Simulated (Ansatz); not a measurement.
# Br: properties at the relaxed cell

One table from this session's results is given with a row withheld; the runs are named, their logs left out.

Method: DFT PBEsol, scalar-relativistic, plane waves, PAW, in Ansatz 0.2.0.

2 further runs of the same task are left out: 2 set aside as unsound or not needed.

### The system as given

It takes space group Cmce (No. 64, orthorhombic). Conventional cell: a = 7.194 Å, b = 4.017 Å, c = 8.536 Å, α = 90.00°, β = 90.00°, γ = 90.00°. Around Br (site symmetry m) lie 1 Br at 2.40 Å.

Structure file:

```
Br
1.0
     3.59710   -2.00863    0.00000
     3.59710    2.00863    0.00000
     0.00000    0.00000    8.53587
Br
4
Direct
  0.84576 0.15424 0.12006
  0.65424 0.34576 0.62006
  0.15424 0.84576 0.87994
  0.34576 0.65424 0.37994
```

It is the result of an earlier relaxation at this level (volume 30.84 Å³/atom; gap on the mesh: 1.20 eV).

The first run:

File input.yaml:

```yaml
crystal:
  lattice:
    - [3.5971020981, -2.0086302992, 0.0]
    - [3.5971020981, 2.0086302992, 0.0]
    - [0.0, 0.0, 8.5358735313]
  atoms:
    - { symbol: Br, position: [0.845761743, 0.154238257, 0.1200637261] }
    - { symbol: Br, position: [0.654238257, 0.345761743, 0.6200637261] }
    - { symbol: Br, position: [0.154238257, 0.845761743, 0.8799362739] }
    - { symbol: Br, position: [0.345761743, 0.654238257, 0.3799362739] }
basis:
  ecutwfc: 420
kpoints:
  mp_grid: { grid: [8, 8, 4] }
  band_path:
    path:
      - [[0.0, 0.0, 0.0], [0.5, 0.5, 0.0], [0.3279533, 0.6720467, 0.0]]
      - [[-0.3279533, 0.3279533, 0.0], [0.0, 0.0, 0.0], [0.0, 0.0, 0.5], [-0.3279533, 0.3279533, 0.5]]
      - [[0.3279533, 0.6720467, 0.5], [0.5, 0.5, 0.5], [0.5, 0.5, 0.0]]
      - [[0.0, 0.0, 0.0], [0.0, 0.5, 0.0], [0.0, 0.5, 0.5], [0.0, 0.0, 0.5], [0.5, 0.5, 0.5]]
    npoints: 14
hamiltonian:
  xc: pbesol
scf:
  occupations: { method: gaussian, width: 0.02 }
  n_extra_bands: 10
output:
  forces: true
  stress: true
  eigenvalues: true
  populations: true
  dos: { projected: true, de: 0.02, nscf_kmesh: { grid: [12, 12, 6] } }
  bader: true
  write_density: true
  write_potential: true
  elf: true
  volumetric_format: npy
```

Started as:

```
$ ansatz run input.yaml --threads 1 --pin off --max-ram 2560MiB --backend cpu --events-out ev --progress --plain --runs-dir out
```

Steps of the session up to this table: Electronic structure at the relaxed geometry; Seeking the band edges over the whole zone; Eigenvalues a small step from each edge; Volume × 0.97; Point at V/V0 = 1.03; The cell scaled to 0.94 of its volume; The cell scaled to 1.06 of its volume.

One of the session's tables, all rows but one given; the rest of the session is left out.

It belongs to the step «Fit of the equation of state». 

| volume (Å³/atom) | energy above the lowest point (meV/atom) | pressure (GPa) | gap on the mesh (eV) |
| --- | --- | --- | --- |
| 28.987 | 3.1 | 0.62 | 1.18 |
| 29.912 | ? | ? | ? |
| 30.837 | 0.0 | 0.02 | 1.20 |
| 31.762 | 0.4 | -0.17 | 1.21 |
| 32.687 | 1.6 | -0.26 | 1.22 |

Q: Estimate the row for volume (Å³/atom) = 29.912 from the others.

Worked estimate for «energy above the lowest point (meV/atom)». A straight line through the neighbours (28.987, 3.1) and (30.837, 0.0) gives 3.1 + (0.0 − 3.1) × (29.912 − 28.987) / (30.837 − 28.987) = 1.6; a parabola fitted to 3 rows on both sides gives 0.9.

The run gave: energy above the lowest point (meV/atom): 0.7; pressure (GPa): 0.27; gap on the mesh (eV): 1.19. In «energy above the lowest point (meV/atom)» the line misses by +0.9 and the parabola by +0.2.
